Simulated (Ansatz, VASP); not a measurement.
Two plane-wave programs on V

```xyz
1
Lattice="-1.5134 1.5134 1.5134 1.5134 -1.5134 1.5134 1.5134 1.5134 -1.5134" Properties=species:S:1:pos:R:3 pbc="T T T"
V     0.0000    0.0000    0.0000
```

Alike in both runs: functional BLYP; k mesh 15 × 15 × 15; occupations fermi-dirac, width 0.1 eV; no spin polarisation.

Ansatz relaxed the structure, and its values are those at the end. VASP's run is a single point on that final structure, the one shown.

```csv
,VASP,Ansatz
version,VASP 6.6.1,Ansatz 0.2.0
potentials or method,"VASP PAW PBE potentials, release 64 (V_sv)","plane waves (420 eV) with PAW, scalar-relativistic"
plane-wave cutoff (eV),520,420
valence electrons in the cell,13,13
```

VASP gave:

- pressure (GPa): 0.3

Problem. Estimate Ansatz's values.

Solution. Pressure (GPa): 0.0.

Caveats: the PAW data sets were made with another functional, which shifts forces and pressure a little (VASP).
